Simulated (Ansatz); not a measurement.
This CdHg2Te3 structure is the end of a relaxation. The cell was found from a structure generator's guess, not taken from experiment.

Method: DFT PBE, scalar-relativistic, plane waves, PAW in Ansatz. Cutoff 420 eV, Γ-centred mesh, Gaussian smearing, no spin polarisation.

```xyz
12
Lattice="4.6912 0.0000 0.0000 -2.3456 4.0627 0.0000 0.0000 0.0000 23.0800" Properties=species:S:1:pos:R:3 pbc="T T T"
Cd    0.0000    2.7085   23.0761
Cd    2.3456    1.3542   11.5361
Hg    0.0000    2.7085    7.6990
Hg    0.0000    2.7085   15.3842
Hg    2.3456    1.3542    3.8442
Hg    2.3456    1.3542   19.2390
Te    0.0000    2.7085    2.8761
Te    0.0000    2.7085   10.5895
Te    0.0000    2.7085   18.2701
Te    2.3456    1.3542    6.7301
Te    2.3456    1.3542   14.4161
Te    2.3456    1.3542   22.1295
```

The zero of energy is the elements' standard structures at the same level; no fitted shifts are applied. The references include crystalline Hg.

(1) Find its symmetry and describe it.

(2) What is its formation energy per atom?

(3) Is it a metal?

Results:

(1) P6_3mc (No. 186), with Cd and Hg ordered on wurtzite sites. Conventional cell: a = 4.691 Å, c = 23.080 Å. Cd has 4 Te at 2.87–2.88 Å; around Hg on its first site lie 4 Te at 2.88–2.89 Å; Hg on its second site has 4 Te at 2.88–2.89 Å; Te on its first site has 3 Hg at 2.88 Å and 1 Cd at 2.88 Å; 2 more sites not described.

(2) −0.26 eV/atom. Whether it is stable depends on the other phases of the system, which aren't compared here.

(3) There is no gap on the 12×12×2 mesh, but valence and conduction bands meet within 0.015 eV, so at this level it has a zero gap rather than a metal's Fermi surface.

The last run used a 12×12×2 mesh (in the run's order of axes) for its 12-atom cell and Gaussian smearing of 0.10 eV. These runs have no spin–orbit coupling, which can matter for Hg and Te. The reference form of Te is held partly by dispersion forces, which this level lacks. Symmetry constrained the relaxation, so the result can be a saddle point.
